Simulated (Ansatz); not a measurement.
**NaH: energy over volume and cell shape**

Aim: map the energy of NaH (Fm-3m, No. 225; 2 atoms in the cell) over two coordinates, and find its wells, ridges and stiffness.

Method: DFT r2SCAN, scalar-relativistic, plane waves, PAW, in Ansatz 0.2.0.

40 further runs of the same task are left out: 40 set aside as unsound or not needed.

### Step 1. The starting structure

It takes space group Fm-3m (No. 225, cubic). Conventional cell: a = 4.794 Å, b = 4.794 Å, c = 4.794 Å, α = 90.00°, β = 90.00°, γ = 90.00°. Na (site symmetry m-3m) is surrounded by 6 H at 2.40 Å. Around H (site symmetry m-3m) lie 6 Na at 2.40 Å.

As a file:

```
Na H
1.0
     0.00000    2.39703    2.39703
     2.39703    0.00000    2.39703
     2.39703    2.39703    0.00000
Na H
1 1
Direct
  0.00000 0.00000 0.00000
  0.50000 0.50000 0.50000
```

It is the result of an earlier relaxation at this level (volume 13.77 Å³/atom; gap on the mesh: 4.40 eV).

### Step 3. Setting up the map

The energy is mapped over volume and the cell's shape.

First coordinate, volume per atom: 9 values from 12.12 to 15.43 Å³. Second coordinate, c/a of the conventional cell: 9 values from 0.923 to 1.083.

Nothing else is relaxed (symmetry fixes all fractional coordinates). Energies count from the relaxed crystal. Points are written as (first, second).

(The set-up runs are not shown.)

### Step 4. Grid point (12.95 Å³, 0.961)

The input, input.yaml:

```yaml
crystal:
  lattice:
    - [0.0, 2.3796656261, 2.286144767]
    - [2.3796656261, 0.0, 2.286144767]
    - [2.3796656261, 2.3796656261, 0.0]
  atoms:
    - { symbol: Na, position: [0.0, 0.0, 0.0] }
    - { symbol: H, position: [0.5, 0.5, 0.5] }
basis:
  ecutwfc: 520.0
kpoints:
  mp_grid: { grid: [10, 10, 10] }
hamiltonian:
  xc: r2scan
scf:
  occupations: { method: fermi_dirac, width: 0.2 }
output:
  forces: true
  stress: true
  eigenvalues: true
```

Command:

```
$ ansatz run input.yaml --threads 1 --pin off --max-ram 2048MiB --backend cpu --events-out ev --progress --plain --runs-dir out
```

Further runs follow: the other points that were computed.

Q: Predict the outcome of this session. Wanted: lowest point; highest computed point; band gap on the k-mesh.

As calculated:

| quantity | value |
| --- | --- |
| lowest point | (13.77 Å³, 1.000), 0.0 meV/atom |
| highest computed point | (12.12 Å³, 0.923), 29.1 meV/atom above the lowest |
| band gap on the k-mesh (eV) | 4.13 at (15.43 Å³, 0.923) to 4.66 at (12.12 Å³, 1.000); 4.42 at the lowest point |
| time for all points | 4.1 min on 1 thread, shared host |

In words: The lowest computed point is at (13.77 Å³, 1.000), which is the relaxed crystal itself. The grid shows no other well, apart from its symmetry copies. The highest computed point, (12.12 Å³, 0.923), lies 29.1 meV/atom above the lowest. Round the minimum the two coordinates are nearly uncoupled.

These are semilocal Kohn-Sham gaps, which aren't the measured quantity. Such gaps usually fall short of the measured ones.
